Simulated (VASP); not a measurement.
Wanted: the native input for a VASP 6.6.1 run.

```yaml
Task: relaxation of cell and atoms
Functional: AM05
Potentials_or_basis: VASP PAW PBE potentials, release 64 (Pb_d, S)
Cutoff: 600 eV
k_mesh: 8 × 8 × 8
Occupations: gaussian, width 0.03 eV
Spin: no spin polarisation
Further_INCAR_settings: ALGO = Normal; EDIFF = 1e-06; IBRION = 2; EDIFFG = -0.01; NSW = 90; ISIF = 3
```

The structure of PbS (Galena) lies in POSCAR:

```
PbS
1.0
    0.0000000000      2.9657500000      2.9657500000
    2.9657500000      0.0000000000      2.9657500000
    2.9657500000      2.9657500000      0.0000000000
Pb S
1 1
Direct
    0.0000000000      0.0000000000      0.0000000000
    0.5000000000      0.5000000000      0.5000000000
```

One way to write it, as run:

INCAR

```
SYSTEM = PbS
PREC     = Accurate       ! precision mode
ENCUT    = 600            ! plane-wave cutoff, eV
EDIFF    = 1E-6           ! SCF threshold, eV
ISMEAR   = 0              ! smearing method
SIGMA    = 0.03           ! smearing width, eV
LREAL    = .False.        ! projectors in reciprocal space
LASPH    = .True.         ! aspherical terms in the spheres
NELM     = 80             ! most SCF steps
ALGO     = Normal         ! electronic algorithm
ISIF     = 3              ! what is computed and relaxed
LWAVE    = .False.        ! write WAVECAR
LCHARG   = .False.        ! write CHGCAR
GGA      = AM             ! functional
IBRION   = 2              ! ionic algorithm
NSW      = 90             ! ionic steps
EDIFFG   = -0.01          ! ionic threshold
```

KPOINTS

```
regular mesh
0
Gamma
  8 8 8
  0 0 0
```

Potentials or basis: VASP PAW PBE potentials, release 64 (Pb_d, S).

Launch:

```console
$ cat potpaw_PBE.64/Pb_d/POTCAR potpaw_PBE.64/S/POTCAR > POTCAR
$ mpirun -np 1 vasp_std > vasp.out
```

Results of the run:

* Relaxed volume: 25.97 Å³/atom
* Relaxed cell: a = 4.188 Å, b = 4.188 Å, c = 4.188 Å, α = 60.00°, β = 60.00°, γ = 60.00°
* Space group after relaxing (to 0.05 Å): Fm-3m (No. 225)
* Energy gained by relaxing: 0.1 meV/atom
* Ionic steps: 3
* Pressure after relaxing: 0.0 GPa
* Band gap on the k mesh: 0.32 eV, direct

Caveat: the PAW data sets were made with another functional, which shifts forces and pressure a little; spin-orbit coupling is left out, which as a rule narrows the gap of such compounds by several tenths of an eV.

Wall time 50 s on 1 thread of Intel(R) Xeon(R) Platinum 8259CL CPU @ 2.50GHz (Skylake/Cascade Lake) (shared host), peak memory 0.21 GiB.
